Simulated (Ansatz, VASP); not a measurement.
MgS: VASP beside Ansatz

```
Mg S
1.0
     0.00000    2.60165    2.53661
     2.60165    0.00000    2.53661
     2.60165    2.60165    0.00000
Mg S
1 1
Direct
  0.00000 0.00000 0.00000
  0.50000 0.50000 0.50000
```

Change from the starting cell: strain +0.000 along x and y, -0.025 along z, atoms carried along.

Alike in both runs: task single point; functional PBE; k mesh 8 × 8 × 8; occupations gaussian, width 0.05 eV; no spin polarisation.

|  | VASP | Ansatz |
| --- | --- | --- |
| version | VASP 6.6.1 | Ansatz 0.2.0 |
| potentials or method | VASP PAW PBE potentials, release 64 (Mg, S) | scalar-relativistic, plane waves, PAW |
| plane-wave cutoff (eV) | 520 | 420 |
| valence electrons in the cell | 8 | 16 |

VASP gave:

```
gap on the k mesh at the Fermi level (eV)       : 2.71
least direct gap on the mesh (eV)               : 3.88
pressure (GPa)                                  : 3.1
largest component of the traceless stress (GPa) : 2.12
```

Q: Which values does Ansatz return?

A: gap on the k mesh at the Fermi level (eV): 2.72; least direct gap on the mesh (eV): 3.89; pressure (GPa): 3.4; largest component of the traceless stress (GPa): 2.12.

The two sets of potentials don't hold the same shells in valence.

A k mesh can miss the band edges.
